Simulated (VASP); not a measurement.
Si2Mo: relaxation of cell and atoms with PBE

Si2Mo:

```
CELL_PARAMETERS angstrom
-1.60000 1.60000 3.93050
1.60000 -1.60000 3.93050
1.60000 1.60000 -3.93050
ATOMIC_POSITIONS crystal
Si 0.33300 0.33300 0.00000
Si 0.66700 0.66700 0.00000
Mo 0.00000 0.00000 0.00000
```

| Property | Result |
| --- | --- |
| Program | VASP 6.6.1 |
| Task | relaxation of cell and atoms |
| Functional | PBE |
| Potentials or basis | VASP PAW PBE potentials, release 64 (Si, Mo_sv) |
| Cutoff | 520 eV |
| k mesh | 4 × 4 × 4 |
| Occupations | gaussian, width 0.1 eV |
| Spin | no spin polarisation |
| Further INCAR settings | ALGO = Normal; EDIFF = 1e-07; IBRION = 2; EDIFFG = -0.002; NSW = 80; ISIF = 3 |

The relaxed volume is 13.60 Å³/atom and the relaxed cell is a = 4.552 Å, b = 4.552 Å, c = 4.552 Å, α = 138.61°, β = 138.61°, γ = 59.98°. The space group after relaxing (to 0.05 Å) is I4/mmm (No. 139) and the energy gained by relaxing is 1.9 meV/atom. The ionic steps are 7. The pressure after relaxing is 0.0 GPa and the band gap on the k mesh is none (metal or under the smearing width).

Step by step:
```
step  energy change (eV)  largest force (eV/Å)  pressure (GPa)  volume (Å³)
   1              0.0000                0.0991            2.77        40.25
   2              0.0042                0.0620           -3.79        41.62
   3             -0.0051                0.0810           -0.12        40.82
   4             -0.0055                0.0146            0.00        40.81
   5             -0.0055                0.0098            0.00        40.81
   6             -0.0056                0.0022            0.00        40.81
   7             -0.0056                0.0002            0.00        40.81
```

Final structure:
```xyz
3
Lattice="-1.6087 1.6087 3.9424 1.6087 -1.6087 3.9424 1.6087 1.6087 -3.9424" Properties=species:S:1:pos:R:3 pbc="T T T"
Si    0.0000    0.0000    2.6321
Si    0.0000    0.0000    5.2527
Mo    0.0000    0.0000    0.0000
```

Levels at points of the mesh, in eV from the Fermi level:
```
           k point  band 8  band 9  band 10  band 11  band 12  band 13  band 14  band 15
(0.00, 0.00, 0.00)   -3.21   -2.83    -2.83     0.13     2.80     2.98     3.30     3.30
(0.50, 0.00, 0.00)   -4.67   -2.77    -2.74    -0.73     1.97     2.80     3.71     3.98
(0.50, 0.50, 0.00)   -5.47   -4.64    -3.22    -1.40     2.01     2.43     2.79     3.03
(0.50, 0.50, 0.50)   -2.42   -0.80    -0.80    -0.73    -0.73     0.26     4.40     4.77
```

Wall time 28 s on 1 thread of Intel(R) Xeon(R) 6975P-C (Granite Rapids), with other jobs on the host, peak memory 0.2 GiB.

Caveat: the k mesh is coarse (spacing up to 0.69 Å⁻¹), so the values aren't converged. PBE usually gives volumes a little too large and moduli too small.
